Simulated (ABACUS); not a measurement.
# InP (F-43m) in ABACUS: notebook

The runs below take InP through relaxation of cell and atoms, single point, with M06-L, OLYP, TPSS.

All numbers are computed with ABACUS 3.10.1; they aren't measurements. Logs are shortened: lines on timing, memory, paths and dates and some standing lists are left out, and cuts for length are marked.

**The experiment to reproduce.**

A printed reference work, data compilation reports, for a bulk crystal of InP at 1.6 K: band gap 1.4236 eV (direct).

How close the calculation comes is told below.

**1. The structure**

The structure is cubic, space group F-43m (No. 216). Conventional cell: a = 5.861 Å, b = 5.861 Å, c = 5.861 Å, α = 90.00°, β = 90.00°, γ = 90.00°. In (site symmetry -43m) is surrounded by 4 P at 2.54 Å. P (site symmetry -43m) has 4 In at 2.54 Å as nearest neighbours.

**2. Relaxation of cell and atoms, M06-L**

run_abacus.py reads:

```python
"""ABACUS run from a structure file: ASE reads it, the script writes STRU, KPT and INPUT."""
import re
import subprocess
from ase.io import read
from ase.units import Bohr

atoms = read("POSCAR")
atoms = atoms[(-atoms.numbers).argsort(kind="stable")]  # ABACUS lists atoms element by element
pseudo = {'In': 'In_ONCV_PBE-1.2.upf', 'P': 'P_ONCV_PBE-1.2.upf'}
orbital = {}
magmoms = None
kmesh = [5, 5, 5]
params = {
    'suffix': 'InP',
    'calculation': 'cell-relax',
    'basis_type': 'pw',
    'pseudo_dir': './',
    'symmetry': 1,
    'dft_functional': 'MGGA_X_M06_L+MGGA_C_M06_L',
    'ecutwfc': 82,
    'pseudo_rcut': 10,
    'nspin': 1,
    'nbands': 13,
    'ks_solver': 'dav',
    'smearing_method': 'fd',
    'smearing_sigma': 0.00367493,
    'scf_thr': 1e-08,
    'scf_nmax': 100,
    'mixing_type': 'broyden',
    'mixing_beta': 0.7,
    'cal_force': 1,
    'cal_stress': 1,
    'mixing_tau': 1,
    'relax_nmax': 60,
    'force_thr_ev': 0.02,
    'relax_method': 'cg',
    'out_stru': 1,
    'stress_thr': 0.2,
    'kpar': 4,
}

symbols = atoms.get_chemical_symbols()
elements = list(dict.fromkeys(symbols))
lines = ["ATOMIC_SPECIES"] + [f"{e} {atoms.get_masses()[symbols.index(e)]:.4f} {pseudo[e]}" for e in elements]
if orbital:
    lines += ["", "NUMERICAL_ORBITAL"] + [orbital[e] for e in elements]
lines += ["", "LATTICE_CONSTANT", f"{1 / Bohr:.10f}", "", "LATTICE_VECTORS"]
lines += [" ".join(f"{x:.10f}" for x in v) for v in atoms.cell]
lines += ["", "ATOMIC_POSITIONS", "Direct"]
for e in elements:
    lines += ["", e, "0.0", str(symbols.count(e))]
    for i, p in enumerate(atoms.get_scaled_positions(wrap=False)):
        if symbols[i] == e:
            mag = "" if magmoms is None else " mag " + " ".join(str(x) for x in (magmoms[i] if isinstance(magmoms[i], list) else [magmoms[i]]))
            lines.append(" ".join(f"{x:.10f}" for x in p) + " 1 1 1" + mag)
open("STRU", "w").write("\n".join(lines) + "\n")
open("KPT", "w").write("K_POINTS\n0\nGamma\n%d %d %d 0 0 0\n" % tuple(kmesh))
open("INPUT", "w").write("INPUT_PARAMETERS\n" + "".join(f"{k:<20s}{v}\n" for k, v in params.items()))

done = subprocess.run(['mpirun', '-np', '4', 'abacus'])
if done.returncode:
    raise SystemExit(done.returncode)
log = open("OUT.InP/running_cell-relax.log").read()
print("final energy (eV):", re.findall(r"FINAL_ETOT_IS (\S+)", log))
```

POSCAR reads:

```
InP
1.0
    0.0000000000      2.9305000000      2.9305000000
    2.9305000000      0.0000000000      2.9305000000
    2.9305000000      2.9305000000      0.0000000000
In P
1 1
Direct
    0.0000000000      0.0000000000      0.0000000000
    0.7500000000      0.7500000000      0.7500000000
```

Potentials or basis: SG15 ONCV 1.2 PBE, plane waves.

Started as:

```console
$ OMP_NUM_THREADS=1 python run_abacus.py > log
```

running log:

```text
ABACUS v3.10.1

               Atomic-orbital Based Ab-initio Computation at UStc

 ------------------------------------------------------------------------------------

 READING GENERAL INFORMATION
                           global_out_dir = OUT.InP/
                           global_in_card = INPUT
                               pseudo_dir = ./
                              orbital_dir =
                                    DSIZE = 4
                                    GSIZE = 1

 READING UNITCELL INFORMATION
                                    ntype = 2
                  lattice constant (Bohr) = 1.88973
              lattice constant (Angstrom) = 1

 READING ATOM TYPE 1
                               atom label = In
                      L=0, number of zeta = 1
                      L=1, number of zeta = 1
                      L=2, number of zeta = 1
             number of atom for this type = 1

 READING ATOM TYPE 2
                               atom label = P
                      L=0, number of zeta = 1
                      L=1, number of zeta = 1
                      L=2, number of zeta = 1
             number of atom for this type = 1

                        TOTAL ATOM NUMBER = 2
DIRECT COORDINATES
    atom                   x                   y                   z     mag                  vx                  vy                  vz
taud_In1            0.0000000000        0.0000000000        0.0000000000  0.0000        0.0000000000        0.0000000000        0.0000000000
taud_P1            0.7500000000        0.7500000000        0.7500000000  0.0000        0.0000000000        0.0000000000        0.0000000000

                          Volume (Bohr^3) = 339.666
                             Volume (A^3) = 50.3332

 Lattice vectors: (Cartesian coordinate: in unit of a_0)
                   +0             +2.9305             +2.9305
              +2.9305                  +0             +2.9305
              +2.9305             +2.9305                  +0
 Reciprocal vectors: (Cartesian coordinate: in unit of 2 pi/a_0)
            -0.170619           +0.170619           +0.170619
            +0.170619           -0.170619           +0.170619
            +0.170619           +0.170619           -0.170619
 The esolver type has been set to : ksdft_pw

                PAO radial cut off (Bohr) = 10

 Read in pseudopotential file is In_ONCV_PBE-1.2.upf
                     pseudopotential type = NC
          exchange-correlation functional = PBE
                 nonlocal core correction = 0
[... 416 lines left out ...]
     Energy           Rydberg                 eV
----------------------------------------------------------
 E_KohnSham     -117.1639955165      -1594.0979394704
 E_Harris       -117.3617196919      -1596.7881148881
 E_Fermi        0.5243905336         7.1346992339
----------------------------------------------------------

[... 9 further cycles ...]
 PW ALGORITHM --------------- ION=   2  ELEC=  11--------------------------------

 Density error is 0.000000005735
                          Error Threshold = 0.000000000099
----------------------------------------------------------
     Energy           Rydberg                 eV
----------------------------------------------------------
 E_KohnSham     -117.1657950205      -1594.1224229793
 E_KS(sigma->0) -117.1657905929      -1594.1223627389
 E_Harris       -117.1661111661      -1594.1267243608
 E_band         -3.9268269371        -53.4272214045
 E_one_elec     -43.3788683548       -590.1997824167
 E_Hartree      30.9571799969        421.1940419700
 E_xc           -16.6894949511       -227.0722280773
 E_Ewald        -88.0546028564       -1198.0443339744
 E_entropy(-TS) -0.0000088552        -0.0001204808
 E_descf        0.0000000000         0.0000000000
[... 4 lines left out ...]
 charge density convergence is achieved
 final etot is -1594.12242297925 eV
 EFERMI = 7.12949276831 eV

 STATE ENERGY(eV) AND OCCUPATIONS    NSPIN == 1
[... levels at 3 further k points ...]

------------------------------------------------------------------------------------------
 TOTAL-FORCE (eV/Angstrom)
------------------------------------------------------------------------------------------
                       In1         0.0000000000         0.0000000000         0.0000000000
                        P1         0.0000000000         0.0000000000         0.0000000000
------------------------------------------------------------------------------------------
[... 13 lines left out ...]
 Largest gradient in stress is 13.421684 kbar.
 Threshold is 0.200000 kbar.

 Relaxation is not converged yet!
DIRECT COORDINATES
    atom                   x                   y                   z     mag                  vx                  vy                  vz
taud_In1            0.0000000000        0.0000000000        0.0000000000  0.0000        0.0000000000        0.0000000000        0.0000000000
taud_P1            0.7500000000        0.7500000000        0.7500000000  0.0000        0.0000000000        0.0000000000        0.0000000000

                          Volume (Bohr^3) = 351.569966
                             Volume (A^3) = 52.097232
[... 10 lines left out ...]
 -------------------------------------------
 STEP OF RELAXATION : 3
 -------------------------------------------

[... set-up of the moved cell ...]

 PW ALGORITHM --------------- ION=   3  ELEC=   1--------------------------------
 Notice: Threshold on eigenvalues was too large.
 hsover_error=0.180000 > DRHO=0.000398
 Origin diag ethr = 0.010000
 New diag ethr = 0.000002

 Density error is 0.000319111566
                          Error Threshold = 0.000002212075
----------------------------------------------------------
     Energy           Rydberg                 eV
----------------------------------------------------------
 E_KohnSham     -117.1653791124      -1594.1167642583
 E_Harris       -117.0249463002      -1592.2060778264
 E_Fermi        0.5475775968         7.4501754132
----------------------------------------------------------

[... 6 further cycles ...]
 PW ALGORITHM --------------- ION=   3  ELEC=   8--------------------------------

 Density error is 0.000000009448
                          Error Threshold = 0.000000000331
----------------------------------------------------------
     Energy           Rydberg                 eV
----------------------------------------------------------
 E_KohnSham     -117.1661333415      -1594.1270260716
 E_KS(sigma->0) -117.1661318335      -1594.1270055548
 E_Harris       -117.1661701232      -1594.1275265129
 E_band         -3.6217901237        -49.2769826427
 E_one_elec     -42.3864116249       -576.6967158717
 E_Hartree      30.6283504305        416.7200861960
 E_xc           -16.7119624275       -227.3779137754
 E_Ewald        -88.6961067037       -1206.7724415870
 E_entropy(-TS) -0.0000030159        -0.0000410334
 E_descf        0.0000000000         0.0000000000
[... 73 lines left out ...]
 Largest gradient in stress is 0.011010 kbar.
 Threshold is 0.200000 kbar.

 Relaxation is converged!

 --------------------------------------------
 !FINAL_ETOT_IS -1594.1270260715728000 eV
 --------------------------------------------
```

INPUT:

```text
INPUT_PARAMETERS
suffix              InP
calculation         cell-relax
basis_type          pw
pseudo_dir          ./
symmetry            1
dft_functional      MGGA_X_M06_L+MGGA_C_M06_L
ecutwfc             82
pseudo_rcut         10
nspin               1
nbands              13
ks_solver           dav
smearing_method     fd
smearing_sigma      0.00367493
scf_thr             1e-08
scf_nmax            100
mixing_type         broyden
mixing_beta         0.7
cal_force           1
cal_stress          1
mixing_tau          1
relax_nmax          60
force_thr_ev        0.02
relax_method        cg
out_stru            1
stress_thr          0.2
kpar                4
```

Wall time 72 s (4 MPI ranks of Intel Xeon Platinum 8259CL at 2.50GHz (Skylake/Cascade Lake), shared host); peak memory 0.44 GiB.

Results:

| Item | Value |
| --- | --- |
| Free energy | -1594.1270 eV |
| Relaxed volume | 26.05 Å³/atom |
| Relaxed cell | a = 4.192 Å, b = 4.192 Å, c = 4.192 Å, α = 60.00°, β = 60.00°, γ = 60.00° |
| Space group after relaxing (to 0.05 Å) | F-43m (No. 216) |
| Energy gained by relaxing | 6.3 meV/atom |
| Ionic steps | 3 |
| Pressure after relaxing | 0.0 GPa |
| Band gap on the k mesh | 0.62 eV, direct |

The path:
```
step  energy change (eV)  largest force (eV/Å)  pressure (GPa)  volume (Å³)
   1              0.0000                0.0000            2.41        50.33
   2             -0.0079                0.0000           -1.34        53.24
   3             -0.0125                0.0000            0.00        52.10
```

Final structure:
```
CELL_PARAMETERS angstrom
0.00000 2.96434 2.96434
2.96434 0.00000 2.96434
2.96434 2.96434 0.00000
ATOMIC_POSITIONS crystal
In 0.00000 0.00000 0.00000
P 0.75000 0.75000 0.75000
```

Levels at points of the mesh, in eV from the valence-band top:
| k point | band 5 | band 6 | band 7 | band 8 | band 9 | band 10 | band 11 | band 12 | band 13 |
| --- | --- | --- | --- | --- | --- | --- | --- | --- | --- |
| (0.00, 0.00, 0.00) | -13.99 | -11.65 | 0.00 | 0.00 | 0.00 | 0.62 | 4.39 | 4.39 | 4.39 |

Caveat: the potentials were made for another functional, which shifts forces and pressure; spin-orbit coupling is left out, which moves the levels of the heavy elements. Zero-point motion and thermal expansion aren't in these numbers.

**3. Single point, OLYP**

Edit run_abacus.py of step 2 so:

```diff
@@ -8,9 +8,9 @@
 atoms = atoms[(-atoms.numbers).argsort(kind="stable")]  # ABACUS lists atoms element by element
-pseudo = {'In': 'In_ONCV_PBE-1.2.upf', 'P': 'P_ONCV_PBE-1.2.upf'}
+pseudo = {'In': 'In.upf', 'P': 'P.upf'}
 orbital = {}
 magmoms = None
-kmesh = [5, 5, 5]
+kmesh = [6, 6, 6]
 params = {
     'suffix': 'InP',
-    'calculation': 'cell-relax',
+    'calculation': 'scf',
     'basis_type': 'pw',
@@ -18,7 +18,7 @@
     'symmetry': 1,
-    'dft_functional': 'MGGA_X_M06_L+MGGA_C_M06_L',
-    'ecutwfc': 82,
+    'dft_functional': 'GGA_X_OPTX+GGA_C_LYP',
+    'ecutwfc': 71,
     'pseudo_rcut': 10,
     'nspin': 1,
-    'nbands': 13,
+    'nbands': 19,
     'ks_solver': 'dav',
@@ -32,8 +32,3 @@
     'cal_stress': 1,
-    'mixing_tau': 1,
-    'relax_nmax': 60,
-    'force_thr_ev': 0.02,
-    'relax_method': 'cg',
-    'out_stru': 1,
-    'stress_thr': 0.2,
+    'out_chg': 1,
     'kpar': 4,
@@ -62,3 +57,3 @@
     raise SystemExit(done.returncode)
-log = open("OUT.InP/running_cell-relax.log").read()
+log = open("OUT.InP/running_scf.log").read()
 print("final energy (eV):", re.findall(r"FINAL_ETOT_IS (\S+)", log))
```

POSCAR is that of step 2.

Potentials or basis: PseudoDojo NC SR 0.5 PBE standard, plane waves.

Started as:

```console
$ OMP_NUM_THREADS=1 python run_abacus.py > log
```

It took 6.3 s on 4 MPI ranks of Intel Xeon Platinum 8488C (Sapphire Rapids), shared host; peak memory 0.36 GiB.

It converged, with:

```
Free energy            : -2004.7305 eV
Pressure               : 4.3 GPa
Band gap on the k mesh : 1.01 eV, direct
```

Levels at points of the mesh, in eV from the valence-band top:
```
           k point  band 6  band 7  band 8  band 9  band 10  band 11  band 12  band 13
(0.00, 0.00, 0.00)  -11.42    0.00    0.00    0.00     1.01     4.25     4.25     4.25
(0.50, 0.50, 0.50)   -9.77   -5.55   -0.94   -0.94     1.77     4.99     4.99     7.68
(0.50, 0.50, 0.00)   -9.13   -5.61   -2.24   -2.24     2.18     2.55     9.67     9.74
```

Caveat: the potentials were made for another functional, which shifts forces and pressure; spin-orbit coupling is left out, which moves the levels of the heavy elements.

(Part 1 of 2 ends here.)
